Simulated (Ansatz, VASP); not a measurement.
Pd in VASP and in Ansatz

```
Pd
1.0
     2.77249    0.00000    0.00000
     0.00000    2.77249    0.00000
     0.00000    0.00000    2.77249
Pd
1
Direct
  0.00000 0.00000 0.00000
```

Alike in both runs: task single point; functional BLYP; k mesh 13 × 13 × 13; occupations fermi-dirac, width 0.1 eV; no spin polarisation.

```csv
,VASP,Ansatz
version,VASP 6.6.1,Ansatz 0.2.0
potentials or method,"VASP PAW PBE potentials, release 64 (Pd)","plane waves (420 eV) with PAW, scalar-relativistic"
plane-wave cutoff (eV),520,420
valence electrons in the cell,10,18
```

VASP gave:

- pressure (GPa): -8.0

Task: Which values does Ansatz return?

Result: Pressure (GPa): -8.2.

The two sets of potentials don't hold the same shells in valence.

Caveats: the PAW data sets were made with another functional, which shifts forces and pressure a little (VASP).
